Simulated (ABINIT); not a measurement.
Runs of ABINIT 10.8.3 (patched build) on Te. Symmetry: R-3m, No. 166, trigonal system. The conventional cell has a = 4.612 Å, b = 4.612 Å, c = 5.073 Å, α = 90.00°, β = 90.00°, γ = 120.00°. Around Te (site symmetry -3m) lie 6 Te at 3.15 Å. This isn't the form of Te at room conditions, which is trigonal, of chains.

```csv
task,level,potentials or basis,cell,k mesh,cutoff (eV),cell freedom (optcell),optimiser (ionmov),cutoff smearing ecutsm (Ha),force stop (Ha/bohr),bands in the sums,gap on the mesh (eV),pressure (GPa)
relaxation of cell and atoms,PBEsol,PseudoDojo NC SR PBEsol v0.4.1 standard,relaxed,7 × 7 × 7,1088,2,2,0.5,2e-05,-,none,0.0
single point,PBEsol,PseudoDojo NC SR PBEsol v0.4.1 standard,as given,7 × 7 × 7,925,-,-,-,-,-,none,(a)
single point,LDA,PseudoDojo NC SR LDA v0.4.1 standard,as given,7 × 7 × 7,952,-,-,-,-,-,none,-1.6
single point,PBEsol,PseudoDojo NC SR PBEsol v0.4.1 standard,cell relaxed,7 × 7 × 7,1088,-,-,-,-,-,none,0.0
optical spectrum,PBEsol,PseudoDojo NC SR PBEsol v0.4.1 standard,as given,10 × 10 × 10,925,-,-,-,-,20,none,-0.7
single point,LDA,JTH PAW LDA v2.0,as given,7 × 7 × 7,299,-,-,-,-,-,none,-1.6
```

Alike in all rows: no spin polarisation; smearing fermi-dirac 0.05 eV.

Question: Estimate the missing entries.

Answer: (a) -1.0.

Caveats: the cutoff is short for stress, so the pressure is rough (some runs); the intraband (Drude) term is left out (some runs); spectra need much finer meshes, so this one isn't converged (some runs); independent-particle spectra lack excitons (some runs).

A k mesh can miss the band edges, and the runs leave out spin-orbit coupling on Te.

A gap of «none» marks a metal or a gap under the smearing width.

The runs don't all hold the same shells in valence.
